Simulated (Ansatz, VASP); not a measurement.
**Two plane-wave programs on GdN**

INCAR

```
PREC = Accurate
ENCUT = 520
EDIFF = 1E-6
ISMEAR = 0
SIGMA = 0.05
LREAL = F
LASPH = T
NELM = 150
ALGO = Normal
ISIF = 2
LWAVE = F
LCHARG = F
ISPIN = 2
MAGMOM = 7.63 -0.16
LORBIT = 11
LMAXMIX = 6
LDAU = T
LDAUTYPE = 2
LDAUL = 3 -1
LDAUU = 6 0
LDAUJ = 0 0
LDAUPRINT = 1
GGA = PE
NBANDS = 22
```

Contents of KPOINTS:

```
regular mesh
0
Gamma
  10 10 10
```

The input POSCAR:

```
GdN
1.0
    0.0000000000      2.5010101097      2.5010101097
    2.5010101097      0.0000000000      2.5010101097
    2.5010101097      2.5010101097      0.0000000000
Gd N
1 1
Direct
    0.0000000000      0.0000000000      0.0000000000
    0.5000000000      0.5000000000      0.5000000000
```

Input for Ansatz:

```yaml
crystal:
  lattice:
    - [0.0, 2.5010101097, 2.5010101097]
    - [2.5010101097, 0.0, 2.5010101097]
    - [2.5010101097, 2.5010101097, 0.0]
  atoms:
    - { symbol: Gd, position: [0.0, 0.0, 0.0], spin: 7.63 }
    - { symbol: "N", position: [0.5, 0.5, 0.5] }
basis:
  ecutwfc: 420
  ecutrho_ratio: 4
kpoints:
  mp_grid: { grid: [10, 10, 10] }
hamiltonian:
  xc: pbe
  hubbard:
    sites:
      - { species: Gd, l: f, u_eff: 6.0, starting_ns: start.occupation_matrices }
    ns_hold: { iters: 6 }
scf:
  occupations: { method: gaussian, width: 0.05 }
  lower_state_search: "off"
output:
  forces: true
  stress: true
  eigenvalues: true
  populations: true
  hubbard: { sites: [{ species: Gd, l: f }] }
magnetization:
  spin_polarized: true
```

Alike in both runs: task single point; functional PBE; k mesh 10 × 10 × 10; occupations gaussian, width 0.05 eV; collinear spin; Hubbard terms Gd f U = 6.0 eV.

|  | VASP | Ansatz |
| --- | --- | --- |
| version | VASP 6.6.1 | Ansatz 0.2.0 |
| potentials or method | VASP PAW PBE potentials, release 64 (Gd, N) | scalar-relativistic, plane waves, PAW |
| plane-wave cutoff (eV) | 520 | 420 |
| valence electrons in the cell | 23 | 23 |

Ansatz gave:

```
gap on the k mesh at the Fermi level (eV)                     : none
pressure (GPa)                                                : 0.0
net moment per atom (μB)                                      : 3.50
size of the moment on the site where the two differ most (μB) : 6.94
```

Question: Estimate VASP's values.

Answer: gap on the k mesh at the Fermi level (eV): none; pressure (GPa): 0.3; net moment per atom (μB): 3.50; size of the moment on the site where the two differ most (μB): 6.87.

Site moments also hang on the region over which each program counts them. The programs project onto different local orbitals, so the same U acts differently. A gap of «none» marks a metal or a gap that the smearing closes. Ansatz warned: «filled_band_counts_differ_across_k_points».

Caveats: spin-orbit coupling is left out, which moves the levels of the heavy elements; a cell with one magnetic atom can't hold antiferromagnetic order, which such compounds often take. The state reached can hang on the start; a lower one may exist.
